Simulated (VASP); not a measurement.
# PbSe (Clausthalite) (Fm-3m) in VASP: a series of runs

Aim: see how the results for PbSe (Clausthalite) move with the level of theory and the settings. Levels: PBEsol, LDA. Tasks: elastic constants, phonons, dielectric tensor.

All numbers are computed with VASP 6.6.1; they aren't measurements. Logs are shortened: lines on timing, memory, paths and dates and some standing lists are left out, and cuts for length are marked.

### Step 1. The crystal as given

Symmetry: Fm-3m, No. 225, cubic system. The conventional cell has a = 6.104 Å, b = 6.104 Å, c = 6.104 Å, α = 90.00°, β = 90.00°, γ = 90.00°. Pb (site symmetry m-3m) has 6 Se at 3.05 Å as nearest neighbours. Se (site symmetry m-3m) is surrounded by 6 Pb at 3.05 Å.

### Step 2. Elastic constants, PBEsol

The input, POSCAR:

```
PbSe
1.0
    0.0000000000      3.0519897379      3.0519897379
    3.0519897379      0.0000000000      3.0519897379
    3.0519897379      3.0519897379      0.0000000000
  Pb              Se
     1     1
Direct
     0.0000000000000000    0.0000000000000000    0.0000000000000000
     0.5000000000000000    0.5000000000000000    0.5000000000000000
```

The input, INCAR.step1:

```
PREC     = Accurate       # precision mode
ENCUT    = 600            # plane-wave cutoff, eV
EDIFF    = 1E-8           # SCF threshold, eV
ISMEAR   = 0              # smearing method
SIGMA    = 0.03           # smearing width, eV
LREAL    = False          # projectors in reciprocal space
LASPH    = True           # aspherical terms in the spheres
NELM     = 80             # most SCF steps
ALGO     = Normal         # electronic algorithm
ISIF     = 3              # what is computed and relaxed
LWAVE    = False          # write WAVECAR
LCHARG   = False          # write CHGCAR
GGA      = PS             # functional
IBRION   = 2              # ionic algorithm
NSW      = 40             # ionic steps
EDIFFG   = -0.002         # ionic threshold
```

The input, INCAR.step2:

```
PREC     = Accurate       # precision mode
ENCUT    = 600            # plane-wave cutoff, eV
EDIFF    = 1E-8           # SCF threshold, eV
ISMEAR   = 0              # smearing method
SIGMA    = 0.03           # smearing width, eV
LREAL    = False          # projectors in reciprocal space
LASPH    = True           # aspherical terms in the spheres
NELM     = 80             # most SCF steps
ALGO     = Normal         # electronic algorithm
ISIF     = 3              # what is computed and relaxed
LWAVE    = False          # write WAVECAR
LCHARG   = False          # write CHGCAR
GGA      = PS             # functional
IBRION   = 6              # ionic algorithm
NFREE    = 2            
POTIM    = 0.015          # step
NSW      = 1              # ionic steps
```

The input, KPOINTS:

```
Automatic mesh
0
Gamma
  8 8 8
```

Potentials or basis: VASP PAW PBE potentials, release 64 (Pb_d, Se).

Started as:

```sh
cat potpaw_PBE.64/Pb_d/POTCAR potpaw_PBE.64/Se/POTCAR > POTCAR
cp INCAR.step1 INCAR
mpirun -np 1 vasp_std > vasp.out
cp CONTCAR POSCAR
cp INCAR.step2 INCAR
mpirun -np 1 vasp_std > vasp.out
```

OUTCAR:

```text
PREC = Accurate
   ENCUT = 600
   EDIFF = 1E-8
   ISMEAR = 0
   LREAL = False
   LASPH = True
   NELM = 80
   ISIF = 3
   GGA = PS
   IBRION = 6
   NFREE = 2
   POTIM = 0.015
   NSW = 1

 ion  position               nearest neighbor table
   1  0.000  0.000  0.000-   2 3.05   2 3.05   2 3.05   2 3.05   2 3.05   2 3.05
   2  0.500  0.500  0.500-   1 3.05   1 3.05   1 3.05   1 3.05   1 3.05   1 3.05

  LATTYP: Found a face centered cubic cell.
 ALAT       =     6.1039794758

  Lattice vectors:

 A1 = (   0.0000000000,   3.0519897379,   3.0519897379)
 A2 = (   3.0519897379,   0.0000000000,   3.0519897379)
 A3 = (   3.0519897379,   3.0519897379,   0.0000000000)

Analysis of symmetry for initial positions (statically):
=====================================================================
 Subroutine PRICEL returns:
 Original cell was already a primitive cell.

 Routine SETGRP: Setting up the symmetry group for a
 face centered cubic supercell.

 Subroutine GETGRP returns: Found 48 space group operations
 (whereof 48 operations were pure point group operations)
 out of a pool of 48 trial point group operations.

The static configuration has the point symmetry O_h .

Analysis of symmetry for dynamics (positions and initial velocities):
=====================================================================
 Subroutine PRICEL returns:
 Original cell was already a primitive cell.

 Routine SETGRP: Setting up the symmetry group for a
 face centered cubic supercell.

 Subroutine GETGRP returns: Found 48 space group operations
 (whereof 48 operations were pure point group operations)
 out of a pool of 48 trial point group operations.

The dynamic configuration has the point symmetry O_h .

 Subroutine INISYM returns: Found 48 space group operations
 (whereof 48 operations are pure point group operations),
 and found     1 'primitive' translations

----------------------------------------------------------------------------------------

                                     Primitive cell

  volume of cell :      56.8564

  direct lattice vectors                    reciprocal lattice vectors
     0.000000000  3.051989738  3.051989738    -0.163827550  0.163827550  0.163827550
     3.051989738  0.000000000  3.051989738     0.163827550 -0.163827550  0.163827550
     3.051989738  3.051989738  0.000000000     0.163827550  0.163827550 -0.163827550

  length of vectors
     4.316165280  4.316165280  4.316165280     0.283757639  0.283757639  0.283757639

  position of ions in fractional coordinates (direct lattice)
     0.000000000  0.000000000  0.000000000
     0.500000000  0.500000000  0.500000000

  ion indices of the primitive-cell ions
   primitive index   ion index
                 1           1
                 2           2

----------------------------------------------------------------------------------------

 KPOINTS: Automatic mesh

Automatic generation of k-mesh.
 Grid dimensions read from file:
 generate k-points for:    8    8    8

 Generating k-lattice:

  Cartesian coordinates                     Fractional coordinates (reciprocal lattice)
    -0.020478444  0.020478444  0.020478444     0.125000000  0.000000000  0.000000000
     0.020478444 -0.020478444  0.020478444     0.000000000  0.125000000  0.000000000
     0.020478444  0.020478444 -0.020478444     0.000000000  0.000000000  0.125000000

[... 114 lines left out ...]
  -------------------------------------------------------------------------------------
  Total       -0.0011711     -0.0011711     -0.0011711      0.0000000      0.0000000     -0.0000000
  in kB       -0.0330003     -0.0330003     -0.0330003      0.0000000      0.0000000     -0.0000000
  external PRESSURE =      -0.0330003 kB  Pullay stress =       0.0000000 kB
[... 89 lines left out ...]
  FREE ENERGIE OF THE ION-ELECTRON SYSTEM (eV)
  ---------------------------------------------------
  free  energy   TOTEN  =        -8.9118881272 eV

  energy  without entropy=       -8.9118808550  energy(sigma->0) =       -8.91188449

[... ionic steps 4 to 14 ...]

--------------------------------------- Ionic step       15  -------------------------------------------

 number of electron      20.0000000 magnetization

------------------------ aborting loop because EDIFF is reached ----------------------------------------
[... 67 lines left out ...]
--------------------------------------- Ionic step       17  -------------------------------------------

 number of electron      20.0000000 magnetization

 Free energy of the ion-electron system (eV)
  ---------------------------------------------------
  ext. energy  EPLUGINS =         0.00000000
  ---------------------------------------------------
  free energy    TOTEN  =        -8.91772621 eV

  energy without entropy =       -8.91772618  energy(sigma->0) =       -8.91772620

 E-fermi :   5.1100     XC(G=0):  -9.7582

 val. band max:        5.0202082097   @ k =   0.5000   0.0000   0.0000
 cond. band min:       5.1997803218   @ k =   0.5000   0.0000   0.0000
 fundamental gap:      0.1795721121
 Fermi energy:         5.1099948044

 k-point     1 :       0.0000    0.0000    0.0000
  band No.  band energies     occupation
      1     -11.7440      2.00000
      2     -11.7440      2.00000
      3     -11.7440      2.00000
      4     -11.7428      2.00000
      5     -11.7428      2.00000
      6      -8.6635      2.00000
      7      -1.3017      2.00000
      8       3.1065      2.00000
      9       3.1071      2.00000
     10       3.1071      2.00000
     11       9.7103      0.00000
     12       9.7103      0.00000
     13       9.7123      0.00000
     14      11.4476      0.00000
[... 377 lines left out ...]
      1     -11.8043      2.00000
      2     -11.7557      2.00000
      3     -11.7329      2.00000
      4     -11.7222      2.00000
      5     -11.7062      2.00000
      6      -7.3632      2.00000
      7      -3.5315      2.00000
      8       1.6906      2.00000
      9       2.0806      2.00000
     10       4.1834      2.00000
     11       6.3317      0.00000
     12       8.4112      0.00000
     13       9.1064      0.00000
     14      12.5376      0.00000

 [... further k-points ...]

------------------------ aborting loop because EDIFF is reached ----------------------------------------

  FORCE on cell =-STRESS in cart. coord.  units (eV):
  Direction    XX          YY          ZZ          XY          YZ          ZX
  --------------------------------------------------------------------------------------
  -------------------------------------------------------------------------------------
  Total        0.0015564     -0.0021152     -0.0021152     -0.0000000      0.0000000     -0.0000000
  in kB        0.0438573     -0.0596045     -0.0596045     -0.0000000      0.0000000     -0.0000000
  external PRESSURE =      -0.0251172 kB  Pullay stress =       0.0000000 kB
[... 17 lines left out ...]
  FREE ENERGIE OF THE ION-ELECTRON SYSTEM (eV)
  ---------------------------------------------------
  free  energy   TOTEN  =        -8.9177262150 eV

  energy  without entropy=       -8.9177261809  energy(sigma->0) =       -8.91772620

 INTERNAL STRAIN TENSORS FROM STRAINED CELLS
 ============================================

 INTERNAL STRAIN TENSOR FOR ION    1 for displacements in x,y,z  (eV/Angst):
          X           Y           Z          XY          YZ          ZX
  --------------------------------------------------------------------------------
  x    -0.00000     0.00000     0.00000     0.00000     0.00000    -0.00000
  y     0.00000     0.00000    -0.00000     0.00000    -0.00000     0.00000
  z     0.00000    -0.00000    -0.00000     0.00000     0.00000     0.00000

 INTERNAL STRAIN TENSORS FROM DISPLACED ATOMS
 ============================================

 INTERNAL STRAIN TENSOR FOR ION    1 for displacements in x,y,z  (eV/Angst):
          X           Y           Z          XY          YZ          ZX
  --------------------------------------------------------------------------------
  x     0.00000     0.00000     0.00000     0.00000     0.00000     0.00000
  y     0.00000     0.00000     0.00000     0.00000     0.00000     0.00000
  z     0.00000     0.00000     0.00000     0.00000     0.00000     0.00000

 INTERNAL STRAIN TENSOR FOR ION    2 for displacements in x,y,z  (eV/Angst):
          X           Y           Z          XY          YZ          ZX
  --------------------------------------------------------------------------------
  x     0.00000     0.00000     0.00000     0.00000     0.00000     0.00000
  y     0.00000     0.00000     0.00000     0.00000     0.00000     0.00000
  z     0.00000     0.00000     0.00000     0.00000     0.00000     0.00000

 Eigenvectors and eigenvalues of the dynamical matrix
 ----------------------------------------------------

   1 f  =    1.135388 THz     7.133852 2PiTHz   37.872461 cm-1     4.695585 meV
             X         Y         Z           dx          dy          dz
      0.000000  0.000000  0.000000     0.000000    0.528787    0.000000
      3.051990  3.051990  3.051990    -0.000000   -0.848755    0.000000
[... 21 lines left out ...]
   6 f/i=    0.004672 THz     0.029354 2PiTHz    0.155838 cm-1     0.019321 meV
             X         Y         Z           dx          dy          dz
      0.000000  0.000000  0.000000    -0.261659    0.807415    0.000000
      3.051990  3.051990  3.051990    -0.163018    0.503032    0.000000

--------------------------------------------------------------------------------------------------------

 ELASTIC MODULI CONTR FROM IONIC RELAXATION (kBar)
 Direction    XX          YY          ZZ          XY          YZ          ZX
 --------------------------------------------------------------------------------
 XX           0.0000      0.0000      0.0000      0.0000      0.0000      0.0000
 YY           0.0000      0.0000      0.0000      0.0000      0.0000      0.0000
 ZZ           0.0000      0.0000      0.0000      0.0000      0.0000      0.0000
 XY           0.0000      0.0000      0.0000      0.0000      0.0000      0.0000
 YZ           0.0000      0.0000      0.0000      0.0000      0.0000      0.0000
 ZX           0.0000      0.0000      0.0000      0.0000      0.0000      0.0000
 --------------------------------------------------------------------------------

 TOTAL ELASTIC MODULI (kBar)
 Direction    XX          YY          ZZ          XY          YZ          ZX
 --------------------------------------------------------------------------------
 XX        1388.9418    117.4534    117.4534     -0.0000     -0.0000     -0.0000
 YY         117.4534   1388.9418    117.4534      0.0000     -0.0000     -0.0000
 ZZ         117.4534    117.4534   1388.9418      0.0000      0.0000      0.0000
 XY          -0.0000      0.0000      0.0000    177.1301      0.0000      0.0000
 YZ          -0.0000     -0.0000      0.0000      0.0000    177.1301      0.0000
 ZX          -0.0000     -0.0000      0.0000      0.0000      0.0000    177.1301
 --------------------------------------------------------------------------------
```

It took 17 min on 1 thread of Intel Xeon Platinum 8488C (Sapphire Rapids), shared host; peak memory 0.39 GiB.

Results:

```yaml
Elastic_constants_C11_C12_C44: 139, 12, 18 GPa
Voigt_bulk_modulus: 54 GPa
Highest_phonon_frequency_at_Γ_LO-TO_splitting_left_out: 38 cm⁻¹
```

Phonon frequencies in cm⁻¹ (negative: imaginary):
```tsv
q point	frequencies
(0.000, 0.000, 0.000)	0 0 0 38 38 38
```

Elastic tensor in Voigt notation (GPa, in the Cartesian axes of the cell as first typed):
```
139  12  12   0   0   0
 12 139  12   0   0   0
 12  12 139   0   0   0
  0   0   0  18   0   0
  0   0   0   0  18   0
  0   0   0   0   0  18
```

Clamped-ion elastic tensor (GPa):
```
139  12  12   0   0   0
 12 139  12   0   0   0
 12  12 139   0   0   0
  0   0   0  18   0   0
  0   0   0   0  18   0
  0   0   0   0   0  18
```

Caveat: the PAW data sets were made with another functional, which shifts forces and pressure a little.

### Step 3. Phonons, LDA

This run uses another cell than the first one, of 27.62 Å³/atom, 0.972 times its volume.

The input, POSCAR:

```
PbSe
1.0
    0.0000000000      3.0229038105      3.0229038105
    3.0229038105      0.0000000000      3.0229038105
    3.0229038105      3.0229038105      0.0000000000
  Pb              Se
     1     1
Direct
     0.0000000000000000    0.0000000000000000    0.0000000000000000
     0.5000000000000000    0.5000000000000000    0.5000000000000000
```

The input, INCAR.step1:

```
  PREC = Accurate
  ENCUT = 600
  EDIFF = 1E-8
  ISMEAR = 0
  SIGMA = 0.03
  LREAL = False
  LASPH = True
  NELM = 80
  ALGO = Normal
  ISIF = 3
  LWAVE = False
  LCHARG = False
  IBRION = 2
  NSW = 40
  EDIFFG = -0.002
```

The input, INCAR.step2:

```
  PREC = Accurate
  ENCUT = 600
  EDIFF = 1E-8
  ISMEAR = 0
  SIGMA = 0.03
  LREAL = False
  LASPH = True
  NELM = 80
  ALGO = Normal
  ISIF = 2
  LWAVE = False
  LCHARG = False
  IBRION = 6
  NFREE = 2
  POTIM = 0.015
  NSW = 1
```

KPOINTS is that of step 2.

Potentials or basis: VASP PAW LDA potentials, release 64 (Pb_d, Se).

Started as:

```sh
cat potpaw_LDA.64/Pb_d/POTCAR potpaw_LDA.64/Se/POTCAR > POTCAR
cp INCAR.step1 INCAR
mpirun -np 1 vasp_std > vasp.out
cp CONTCAR POSCAR
cp INCAR.step2 INCAR
mpirun -np 1 vasp_std > vasp.out
```

OUTCAR:

```text
PREC = Accurate
   ENCUT = 600
   EDIFF = 1E-8
   ISMEAR = 0
   LREAL = False
   LASPH = True
   NELM = 80
   ISIF = 2
   IBRION = 6
   NFREE = 2
   POTIM = 0.015
   NSW = 1

 ion  position               nearest neighbor table
   1  0.000  0.000  0.000-   2 3.02   2 3.02   2 3.02   2 3.02   2 3.02   2 3.02
   2  0.500  0.500  0.500-   1 3.02   1 3.02   1 3.02   1 3.02   1 3.02   1 3.02

  LATTYP: Found a face centered cubic cell.
 ALAT       =     6.0458076210

  Lattice vectors:

 A1 = (   0.0000000000,   3.0229038105,   3.0229038105)
 A2 = (   3.0229038105,   0.0000000000,   3.0229038105)
 A3 = (   3.0229038105,   3.0229038105,   0.0000000000)

Analysis of symmetry for initial positions (statically):
=====================================================================
[... 752 lines left out ...]
  -------------------------------------------------------------------------------------
  Total        0.0017418     -0.0026873     -0.0026873     -0.0000000      0.0000000      0.0000000
  in kB        0.0505127     -0.0779327     -0.0779327     -0.0000000      0.0000000      0.0000000
  external PRESSURE =      -0.0351176 kB  Pullay stress =       0.0000000 kB
[... 17 lines left out ...]
  FREE ENERGIE OF THE ION-ELECTRON SYSTEM (eV)
  ---------------------------------------------------
  free  energy   TOTEN  =        -9.4584268455 eV

  energy  without entropy=       -9.4583154701  energy(sigma->0) =       -9.45837116

 INTERNAL STRAIN TENSORS FROM DISPLACED ATOMS
 ============================================

 INTERNAL STRAIN TENSOR FOR ION    1 for displacements in x,y,z  (eV/Angst):
          X           Y           Z          XY          YZ          ZX
  --------------------------------------------------------------------------------
  x     0.00000     0.00000     0.00000     0.00000     0.00000     0.00000
  y     0.00000     0.00000     0.00000     0.00000     0.00000     0.00000
  z     0.00000     0.00000     0.00000     0.00000     0.00000     0.00000

 INTERNAL STRAIN TENSOR FOR ION    2 for displacements in x,y,z  (eV/Angst):
          X           Y           Z          XY          YZ          ZX
  --------------------------------------------------------------------------------
  x     0.00000     0.00000     0.00000     0.00000     0.00000     0.00000
  y     0.00000     0.00000     0.00000     0.00000     0.00000     0.00000
  z     0.00000     0.00000     0.00000     0.00000     0.00000     0.00000

 Eigenvectors and eigenvalues of the dynamical matrix
 ----------------------------------------------------

   1 f  =    0.000933 THz     0.005864 2PiTHz    0.031133 cm-1     0.003860 meV
             X         Y         Z           dx          dy          dz
      0.000000  0.000000  0.000000     0.000000    0.000000   -0.850386
      3.022904  3.022904  3.022904     0.000000    0.000000   -0.526159
[... 21 lines left out ...]
   6 f/i=    0.913558 THz     5.740052 2PiTHz   30.473000 cm-1     3.778169 meV
             X         Y         Z           dx          dy          dz
      0.000000  0.000000  0.000000     0.488751   -0.194848    0.000000
      3.022904  3.022904  3.022904    -0.789927    0.314917    0.000000

 ELASTIC MODULI CONTR FROM IONIC RELAXATION (kBar)
 Direction    XX          YY          ZZ          XY          YZ          ZX
 --------------------------------------------------------------------------------
 XX           0.0000      0.0000      0.0000      0.0000      0.0000      0.0000
 YY           0.0000      0.0000      0.0000      0.0000      0.0000      0.0000
 ZZ           0.0000      0.0000      0.0000      0.0000      0.0000      0.0000
 XY           0.0000      0.0000      0.0000      0.0000      0.0000      0.0000
 YZ           0.0000      0.0000      0.0000      0.0000      0.0000      0.0000
 ZX           0.0000      0.0000      0.0000      0.0000      0.0000      0.0000
 --------------------------------------------------------------------------------
```

OSZICAR.step1:

```text
N       E                     dE             d eps       ncg     rms          rms(c)
DAV:   1     0.166375063646E+03    0.16638E+03   -0.10665E+04   818   0.163E+03
DAV:   2     0.414940243821E+01   -0.16223E+03   -0.15887E+03   842   0.375E+02
DAV:   3    -0.936221549915E+01   -0.13512E+02   -0.13277E+02  1076   0.109E+02
DAV:   4    -0.971342040613E+01   -0.35120E+00   -0.35099E+00   872   0.197E+01
DAV:   5    -0.972462320731E+01   -0.11203E-01   -0.11203E-01  1128   0.377E+00    0.288E+00
DAV:   6    -0.946968181193E+01    0.25494E+00   -0.67465E-01  1224   0.693E+00    0.169E+00
DAV:   7    -0.946005203835E+01    0.96298E-02   -0.95823E-02   880   0.180E+00    0.871E-01
DAV:   8    -0.945873362652E+01    0.13184E-02   -0.96509E-03   950   0.122E+00    0.112E-01
DAV:   9    -0.945840141401E+01    0.33221E-03   -0.24355E-03  1186   0.515E-01    0.405E-02
DAV:  10    -0.945839619686E+01    0.52172E-05   -0.15715E-04   892   0.883E-02    0.127E-02
DAV:  11    -0.945839701848E+01   -0.82162E-06   -0.13073E-05   992   0.337E-02    0.501E-03
DAV:  12    -0.945839673962E+01    0.27886E-06   -0.17291E-06  1028   0.231E-02    0.163E-03
DAV:  13    -0.945839674251E+01   -0.28965E-08   -0.18387E-07   866   0.357E-03    0.912E-04
DAV:  14    -0.945839674045E+01    0.20611E-08   -0.12629E-08   620   0.720E-04
   1 F= -.94583967E+01 E0= -.94583019E+01  d E =-.945840E+01
```

It took 76 s on 1 thread of Intel Xeon 6975P-C (Granite Rapids), shared host; peak memory 0.23 GiB.

Results:

| Quantity | Value |
| --- | --- |
| Highest phonon frequency at Γ, LO-TO splitting left out | 0 cm⁻¹ |
| Most unstable mode | 30i cm⁻¹ |

Phonon frequencies in cm⁻¹ (negative: imaginary):
```csv
q point,frequencies
"(0.000, 0.000, 0.000)",-30 -30 -30 0 0 0
```

Caveat: some modes are imaginary. The run has no spin-orbit coupling, so splittings on Pb are missing.

(Part 1 of 2 ends here.)
